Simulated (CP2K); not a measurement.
Write the native input for CP2K 2026.2 that does the following.

```
Task                                : single point
Functional                          : PBEsol
Potentials or basis                 : POTENTIAL_UZH P GTH-PBE-q5; TZVP-MOLOPT-PBE-GTH basis
Density cutoff                      : 6123 eV
k mesh                              : 9 × 9 × 9
Occupations                         : fermi-dirac, width 0.05 eV
Spin                                : no spin polarisation
SCF solver                          : diagonalisation with k points
Quickstep method                    : GPW
EPS_DEFAULT                         : 1.0E-10
EPS_SCF                             : 1.0E-6
MAX_SCF                             : 100
SCF_GUESS                           : ATOMIC
k points reduced by the point group : yes
Mesh centred on Gamma               : yes
CHOLESKY                            : OFF
EPS_EIGVAL                          : 1.0E-7
MIXING METHOD                       : BROYDEN_MIXING
MIXING ALPHA                        : 0.4
NBUFFER                             : 8
NGRIDS                              : 5
Basis sets                          : P TZVP-MOLOPT-PBE-GTH-q5
Potentials                          : P GTH-PBE-q5 of POTENTIAL_UZH
ADDED_MOS                           : [10]
REL_CUTOFF (Ry)                     : 60 Ry
MIXING BETA (1/bohr)                : 1.5 1/bohr
CUTOFF of the grids                 : 450 Ry
```

P:

```xyz
2
Lattice="3.7102 0.0000 0.0000 2.1049 3.0554 0.0000 2.1049 1.1059 2.8482" Properties=species:S:1:pos:R:3 pbc="T T T"
P     6.0634    3.2006    2.1743
P     1.7830    0.9505    0.6461
```

This isn't the form of P at room conditions, which is orthorhombic.

The cell isn't the ideal one: atoms moved at random, drawn with an rms of 0.05 Å.

These files were run (other wordings do the same):

p_scf.inp

```
&GLOBAL
  PROJECT p_scf
  RUN_TYPE ENERGY_FORCE
  PRINT_LEVEL LOW
&END GLOBAL
&FORCE_EVAL
  METHOD QS
  STRESS_TENSOR ANALYTICAL
  &DFT
    BASIS_SET_FILE_NAME BASIS_MOLOPT_UZH
    POTENTIAL_FILE_NAME POTENTIAL_UZH
    &MGRID
      CUTOFF 450
      REL_CUTOFF 60
      NGRIDS 5
    &END MGRID
    &QS
      METHOD GPW
      EPS_DEFAULT 1.0E-10
    &END QS
    &KPOINTS
      SCHEME MONKHORST-PACK 9 9 9
      GAMMA_CENTERED T
      SYMMETRY T
      SYMMETRY_BACKEND SPGLIB
    &END KPOINTS
    &SCF
      SCF_GUESS ATOMIC
      EPS_SCF 1.0E-6
      MAX_SCF 100
      ADDED_MOS 10
      CHOLESKY OFF
      EPS_EIGVAL 1.0E-7
      &DIAGONALIZATION ON
        ALGORITHM STANDARD
      &END DIAGONALIZATION
      &MIXING ON
        METHOD BROYDEN_MIXING
        ALPHA 0.4
        BETA 1.5
        NBUFFER 8
      &END MIXING
      &SMEAR ON
        METHOD FERMI_DIRAC
        ELECTRONIC_TEMPERATURE [K] 580.226
      &END SMEAR
    &END SCF
    &XC
      &XC_FUNCTIONAL
        &GGA_X_PBE_SOL
        &END GGA_X_PBE_SOL
        &GGA_C_PBE_SOL
        &END GGA_C_PBE_SOL
      &END XC_FUNCTIONAL
    &END XC
    &PRINT
      &KPOINTS ON
      &END KPOINTS
      &MULLIKEN ON
      &END MULLIKEN
      &MO ON
        ENERGIES T
        OCCUPATION_NUMBERS T
        &EACH
          QS_SCF 0
        &END EACH
        ADD_LAST NUMERIC
      &END MO
      &LOWDIN ON
      &END LOWDIN
      &HIRSHFELD ON
        SHAPE_FUNCTION DENSITY
      &END HIRSHFELD
    &END PRINT
  &END DFT
  &SUBSYS
    &CELL
      A 3.7102201415 0.0000000000 0.0000000000
      B 2.1048558901 3.0553748019 0.0000000000
      C 2.1048558900 1.1059397355 2.8481946004
      PERIODIC XYZ
    &END CELL
    &COORD
      SCALED
      P   0.7636290000 0.7712140000 0.7633900000
      P   0.2219640000 0.2289910000 0.2268450000
    &END COORD
    &KIND P
      BASIS_SET TZVP-MOLOPT-PBE-GTH-q5
      POTENTIAL GTH-PBE-q5
    &END KIND
    &PRINT
      &ATOMIC_COORDINATES ON
      &END ATOMIC_COORDINATES
      &CELL ON
      &END CELL
    &END PRINT
  &END SUBSYS
  &PRINT
    &FORCES ON
    &END FORCES
    &STRESS_TENSOR ON
    &END STRESS_TENSOR
  &END PRINT
&END FORCE_EVAL
```

Potentials or basis: POTENTIAL_UZH P GTH-PBE-q5; TZVP-MOLOPT-PBE-GTH basis.

Command:

```bash
$ OMP_NUM_THREADS=1 cp2k.psmp -i p_scf.inp -o p_scf.out
```

Results of the run:

| Property | Result |
| --- | --- |
| Pressure | -1.8 GPa |
| Largest force | 0.071 eV/Å |
| Band gap on the k mesh | none (metal or under the smearing width) |

Caveat: the potentials were made for another functional, which shifts forces and pressure; the basis of atomic orbitals isn't converged, which shifts pressures, moduli and gaps.

Wall time 34 s on 1 thread of Arm Neoverse V2 (shared host), peak memory 0.27 GiB.
